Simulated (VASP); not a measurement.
**BaTiO3: band structure with PBEsol**

Crystal: BaTiO3.

```
Ba Ti O
1.0
     2.82799    1.63274    2.31744
    -2.82799    1.63274    2.31744
     0.00000   -3.26548    2.31744
Ba Ti O
1 1 3
Direct
  0.00021 0.00021 0.00021
  0.51216 0.51216 0.51216
  0.48866 0.98140 0.48866
  0.48866 0.48866 0.98140
  0.98140 0.48866 0.48866
```

The cell is a database's computed one.

```yaml
Program: VASP 6.6.1
Task: band structure
Functional: PBEsol
Potentials_or_basis: VASP PAW PBE potentials, release 64 (Ba_sv, Ti_sv, O)
Cutoff: 520 eV
k_mesh: 6 × 6 × 6
Occupations: gaussian, width 0.02 eV
Spin: no spin polarisation
Further_INCAR_settings: ALGO = Normal; EDIFF = 1e-06
```

```
Pressure                : 0.2 GPa
Largest force           : 0.005 eV/Å
Band gap on the k mesh  : 2.27 eV, indirect (least direct gap 2.65 eV)
Band gap along the path : 2.28 eV, indirect (least direct gap 2.64 eV)
```

Forces in eV/Å, atoms in the order of the input:
```
Ba   0.000  0.000 -0.005
Ti   0.000  0.000 -0.002
O   -0.003  0.002  0.002
O    0.000 -0.003  0.002
O    0.003  0.002  0.002
```

Levels at the corners of the path, in eV from the valence-band top:
```tsv
point	band 17	band 18	band 19	band 20	band 21	band 22	band 23	band 24
Γ	-1.09	-0.51	-0.38	-0.38	2.28	2.28	2.42	4.45
L	-1.76	-1.67	-0.95	-0.83	2.45	3.74	3.84	4.42
L	-1.76	-1.67	-0.95	-0.83	2.45	3.74	3.84	4.42
B1	-2.36	-0.02	-0.02	0.00	4.31	4.44	4.44	6.54
B	-2.36	-0.02	-0.02	0.00	4.31	4.44	4.44	6.54
Z	-2.36	-0.02	-0.02	0.00	4.31	4.44	4.44	6.54
Z	-2.36	-0.02	-0.02	0.00	4.31	4.44	4.44	6.54
Γ	-1.09	-0.51	-0.38	-0.38	2.28	2.28	2.42	4.45
Γ	-1.09	-0.51	-0.38	-0.38	2.28	2.28	2.42	4.45
X	-1.65	-0.90	-0.85	-0.09	3.81	3.82	4.15	5.03
Q	-1.65	-0.90	-0.85	-0.09	3.81	3.82	4.15	5.03
F	-1.65	-0.90	-0.85	-0.09	3.81	3.82	4.15	5.03
F	-1.65	-0.90	-0.85	-0.09	3.81	3.82	4.15	5.03
P1	-2.36	-0.02	-0.02	0.00	4.31	4.44	4.44	6.54
P1	-2.36	-0.02	-0.02	0.00	4.31	4.44	4.44	6.54
Z	-2.36	-0.02	-0.02	0.00	4.31	4.44	4.44	6.54
L	-1.76	-1.67	-0.95	-0.83	2.45	3.74	3.84	4.42
P	-2.36	-0.02	-0.02	0.00	4.31	4.44	4.44	6.54
```

It took 53 s on 1 thread of Intel(R) Xeon(R) 6975P-C (Granite Rapids), with other jobs on the host, peak memory 0.23 GiB.

Caveat: the PAW data sets were made with another functional, which shifts forces and pressure a little; spin-orbit coupling is left out, which moves the levels of the heavy elements. PBEsol gaps usually lie below the measured ones, often by a third to a half.
